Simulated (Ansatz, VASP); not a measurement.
One calculation of Zr, two programs

```
CELL_PARAMETERS angstrom
-1.80506 1.80506 1.80506
1.80506 -1.80506 1.80506
1.80506 1.80506 -1.80506
ATOMIC_POSITIONS crystal
Zr 0.00000 0.00000 0.00000
```

Alike in both runs: task single point; functional RPBE; k mesh 14 × 14 × 14; occupations fermi-dirac, width 0.1 eV; no spin polarisation.

|  | VASP | Ansatz |
| --- | --- | --- |
| version | VASP 6.6.1 | Ansatz 0.2.0 |
| potentials or method | VASP PAW PBE potentials, release 64 (Zr_sv) | plane waves (420 eV) with PAW, scalar-relativistic |
| plane-wave cutoff (eV) | 520 | 420 |
| valence electrons in the cell | 12 | 12 |

```tsv
	VASP	Ansatz	Ansatz less VASP
pressure (GPa)	-0.1	-0.1	0.00
```

With one functional, cell and mesh, what is left measures potentials, basis and numerics.

Caveats: the PAW data sets were made with another functional, which shifts forces and pressure a little (VASP).
